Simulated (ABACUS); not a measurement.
# Er (P6_3/mmc) in ABACUS: further runs, part 2 of 2

ABACUS 3.10.1. Earlier steps stand in the parts before.

## (3) Equation of state, PBE, 28.80 Å³/atom (volume scaled by 0.94)

INPUT

```
INPUT_PARAMETERS
suffix              Er
calculation         scf
basis_type          lcao
pseudo_dir          ./
orbital_dir         ./
latname             hexagonal
symmetry            1
dft_functional      pbe
ecutwfc             100
pseudo_rcut         10
nspin               1
nbands              15
ks_solver           genelpa
smearing_method     fd
smearing_sigma      0.00367493
scf_thr             1e-07
scf_nmax            100
mixing_type         broyden
mixing_beta         0.7
cal_force           1
cal_stress          1
out_mul             1
```

STRU

```
ATOMIC_SPECIES
Er 167.2590 Er.upf

NUMERICAL_ORBITAL
Er_confined-atom_8au_3s2p2d1f.orb

LATTICE_CONSTANT
6.5878707017

LATTICE_PARAMETERS
1.5700236034

ATOMIC_POSITIONS
Direct

Er
0.0
2
0.6666666667 0.3333333333 0.7500000000 1 1 1
0.3333333333 0.6666666667 0.2500000000 1 1 1
```

KPT

```
K_POINTS
0
Gamma
8 8 5 0 0 0
```

Potentials or basis: PseudoDojo NC SR 0.4.1 PBE standard, lanthanides 3+ (f in core), DZP LCAO (the cutoffs set its grid).

The run is started by

```bash
> OMP_NUM_THREADS=1 mpirun -np 4 abacus > log
```

running log:

```text
ABACUS v3.10.1

               Atomic-orbital Based Ab-initio Computation at UStc

 ------------------------------------------------------------------------------------

 READING GENERAL INFORMATION
                           global_out_dir = OUT.Er/
                           global_in_card = INPUT
                               pseudo_dir = ./
                              orbital_dir = ./
                                    DSIZE = 4
                                    GSIZE = 1

 READING UNITCELL INFORMATION
                                    ntype = 1
                  lattice constant (Bohr) = 6.58787
              lattice constant (Angstrom) = 3.48615

 READING ATOM TYPE 1
                               atom label = Er
                      L=0, number of zeta = 3
                      L=1, number of zeta = 2
                      L=2, number of zeta = 2
                      L=3, number of zeta = 1
             number of atom for this type = 2

                        TOTAL ATOM NUMBER = 2
DIRECT COORDINATES
    atom                   x                   y                   z     mag                  vx                  vy                  vz
taud_Er1            0.6666666667        0.3333333333        0.7500000000  0.0000        0.0000000000        0.0000000000        0.0000000000
taud_Er2            0.3333333333        0.6666666667        0.2500000000  0.0000        0.0000000000        0.0000000000        0.0000000000

                          Volume (Bohr^3) = 388.751
                             Volume (A^3) = 57.607

 Lattice vectors: (Cartesian coordinate: in unit of a_0)
                   +1                  +0                  +0
                 -0.5           +0.866025                  +0
                   +0                  +0            +1.57002
 Reciprocal vectors: (Cartesian coordinate: in unit of 2 pi/a_0)
                   +1            +0.57735                  -0
                   -0             +1.1547                  -0
                   +0                  -0           +0.636933
 The esolver type has been set to : ksdft_lcao

                PAO radial cut off (Bohr) = 10

 Read in pseudopotential file is Er.upf
[... 221 lines left out ...]
 E_Harris       -181.1781273376      -2465.0548847604
 E_Fermi        0.8077057322         10.9894002658
----------------------------------------------------------
[... 69 lines left out ...]
 Density error is 1.74100614179e-08
----------------------------------------------------------
     Energy           Rydberg                 eV
----------------------------------------------------------
 E_KohnSham     -180.5747546955      -2456.8455788111
 E_KS(sigma->0) -180.5734126917      -2456.8273199128
 E_Harris       -180.5747549629      -2456.8455824499
 E_band         -19.4844647363       -265.0997428934
 E_one_elec     -38.7238772121       -526.8653787370
 E_Hartree      24.8879922626        338.6185065516
 E_xc           -46.1050353868       -627.2911877522
 E_Ewald        -120.6311503516      -1641.2710010768
 E_entropy(-TS) -0.0026840076        -0.0365177967
 E_descf        0.0000000000         0.0000000000
 E_exx          0.0000000000         0.0000000000
 E_Fermi        0.8016982142         10.9076637893
----------------------------------------------------------

 charge density convergence is achieved
 final etot is -2456.8455788 eV
 EFERMI = 10.907663789 eV

 STATE ENERGY(eV) AND OCCUPATIONS    NSPIN == 1
 1/30 kpoint (Cartesian) = 0.0000 0.0000 0.0000 (1659 pws)
       1       -39.7464     0.00625000
       2       -39.6804     0.00625000
       3       -14.0035     0.00625000
       4       -13.3794     0.00625000
       5       -13.3794     0.00625000
       6       -13.2623     0.00625000
       7       -13.2623     0.00625000
       8       -13.2185     0.00625000
       9        5.33059     0.00625000
      10        8.56824     0.00625000
      11        12.1859    4.93059e-14
      12        12.9689    7.79824e-21
      13        12.9689    7.79824e-21
      14        13.3496    3.84665e-24
      15        13.7355    1.71219e-27
[... 71 lines left out ...]
       2       -39.6744      0.0375000
       3       -13.9016      0.0375000
       4       -13.5525      0.0375000
       5       -13.5127      0.0375000
       6       -13.4042      0.0375000
       7       -13.3058      0.0375000
       8       -13.2702      0.0375000
       9        6.45153      0.0375000
      10        9.59366      0.0375000
      11        11.1432    0.000334425
      12        11.4538    6.76161e-07
      13        12.7493    3.78392e-18
      14        13.0842    4.66111e-21
      15        13.6862    2.75184e-26

[... levels at 24 further k points ...]

 correction force for each atom along direction 1 is 5.90153e-15
 correction force for each atom along direction 2 is -2.37900e-14
 correction force for each atom along direction 3 is 3.98804e-14
------------------------------------------------------------------------------------------
 TOTAL-FORCE (eV/Angstrom)
------------------------------------------------------------------------------------------
                       Er1         0.0000000000         0.0000000000         0.0000000000
                       Er2         0.0000000000         0.0000000000         0.0000000000
------------------------------------------------------------------------------------------

----------------------------------------------------------------
 TOTAL-STRESS (KBAR)
----------------------------------------------------------------
        27.2069883666        -0.0000000000         0.0000000000
         0.0000000000        27.2069883666         0.0000000000
         0.0000000000         0.0000000000        25.9142935407
----------------------------------------------------------------
 TOTAL-PRESSURE: 26.776090 KBAR

 --------------------------------------------
 !FINAL_ETOT_IS -2456.8455788110959475 eV
 --------------------------------------------
```

mulliken.txt:

```text
 0
CALCULATE THE MULLIkEN ANALYSIS FOR EACH ATOM
 Total charge:	22
Decomposed Mulliken populations
0                             Zeta of Er              Spin 1
s                                      0              1.9993
[... 71 lines left out ...]
SUM OVER M+Zeta                                       1.7313

fz^3                                   0              0.0059
fxz^2                                  0              0.0048
fyz^2                                  0              0.0034
fzx^2-zy^2                             0              0.0056
fxyz                                   0              0.0072
fx^3-3*xy^2                            0              0.0034
f3yx^2-y^3                             0              0.0065
SUM OVER M                                            0.0368
SUM OVER M+Zeta                                       0.0368

SUM OVER M+Zeta+L                                    11.0000

Total Charge on atom:                 Er             11.0000
```

It took 3.8 s on 4 MPI ranks of AMD EPYC 9R45 (Zen 5), shared host; peak memory 0.44 GiB.

Results:

* Free energy: -2456.8456 eV
* Band gap on the k mesh: none (metal or under the smearing width)

Caveat: the atomic orbitals were generated for these runs and aren't a published set; the local potential of these files has a noisy tail that shifts the pressure, which isn't listed; the noisy tail tilts energy against volume too; the 4f electrons are frozen in the core as for a trivalent ion, so they carry no moment and show no levels; the basis of atomic orbitals isn't converged, which shifts pressures, moduli and gaps.

## (4) Equation of state, PBE, 30.03 Å³/atom (volume scaled by 0.98)

INPUT is that of step 3.

STRU: that of step 3 with these lines changed.

```diff
@@ -7,3 +7,3 @@
 LATTICE_CONSTANT
-6.5878707017
+6.6800206883
```

KPT is that of step 3.

The run is started by

```bash
> OMP_NUM_THREADS=1 mpirun -np 4 abacus > log
```

It took 3.6 s on 4 MPI ranks of AMD EPYC 9R45 (Zen 5), shared host; peak memory 0.44 GiB.

The run converged. Its results:

```
Free energy            : -2456.8704 eV
Band gap on the k mesh : none (metal or under the smearing width)
```

Caveat: the atomic orbitals were generated for these runs and aren't a published set; the local potential of these files has a noisy tail that shifts the pressure, which isn't listed; the noisy tail tilts energy against volume too; the 4f electrons are frozen in the core as for a trivalent ion, so they carry no moment and show no levels; the basis of atomic orbitals isn't converged, which shifts pressures, moduli and gaps.

## (5) Equation of state, PBE, 31.25 Å³/atom (volume scaled by 1.02)

INPUT is that of step 4.

STRU: that of step 4 with these lines changed.

```diff
@@ -7,6 +7,6 @@
 LATTICE_CONSTANT
-6.6800206883
+6.7696960961
 
 LATTICE_PARAMETERS
-1.5700236034
+1.5700236035
```

KPT is that of step 4.

The run is started by

```bash
> OMP_NUM_THREADS=1 mpirun -np 4 abacus > log
```

Run time: 3.5 s. Hardware: 4 MPI ranks of AMD EPYC 9R45 (Zen 5), shared host; peak memory 0.44 GiB.

Results (log left out):

* Free energy: -2456.8657 eV
* Band gap on the k mesh: none (metal or under the smearing width)

Caveat: the atomic orbitals were generated for these runs and aren't a published set; the local potential of these files has a noisy tail that shifts the pressure, which isn't listed; the noisy tail tilts energy against volume too; the 4f electrons are frozen in the core as for a trivalent ion, so they carry no moment and show no levels; the basis of atomic orbitals isn't converged, which shifts pressures, moduli and gaps.

## (6) Equation of state, PBE, 32.48 Å³/atom (volume scaled by 1.06)

INPUT is that of step 5.

STRU: that of step 5 with these lines changed.

```diff
@@ -7,3 +7,3 @@
 LATTICE_CONSTANT
-6.7696960961
+6.8570566488
```

KPT is that of step 5.

Potentials or basis: PseudoDojo NC SR 0.4.1 PBE standard, lanthanides 3+ (f in core), DZP LCAO (the cutoffs set its grid).

The run is started by

```bash
> OMP_NUM_THREADS=1 mpirun -np 4 abacus > log
```

Run time: 3.3 s. Hardware: 4 MPI ranks of AMD EPYC 9R45 (Zen 5), shared host; peak memory 0.44 GiB.

Results (log left out):

| Quantity | Value |
| --- | --- |
| Free energy | -2456.8358 eV |
| Band gap on the k mesh | none (metal or under the smearing width) |

Caveat: the atomic orbitals were generated for these runs and aren't a published set; the local potential of these files has a noisy tail that shifts the pressure, which isn't listed; the noisy tail tilts energy against volume too; the 4f electrons are frozen in the core as for a trivalent ion, so they carry no moment and show no levels; the basis of atomic orbitals isn't converged, which shifts pressures, moduli and gaps.

## (7) Equation of state, PBE

This step only gathers the single runs of the series.

Energy against volume, from the lowest point:
```
volume (Å³/atom)  energy (meV/atom)
          28.804              12.40
          30.029               0.00
          31.255               2.33
          32.481              17.27
```

Caveat: the atomic orbitals were generated for these runs and aren't a published set; the local potential of these files has a noisy tail that shifts the pressure, which isn't listed; the noisy tail tilts energy against volume too; the 4f electrons are frozen in the core as for a trivalent ion, so they carry no moment and show no levels; the basis of atomic orbitals isn't converged, which shifts pressures, moduli and gaps. The run has no spin-orbit coupling, so splittings on Er are missing.
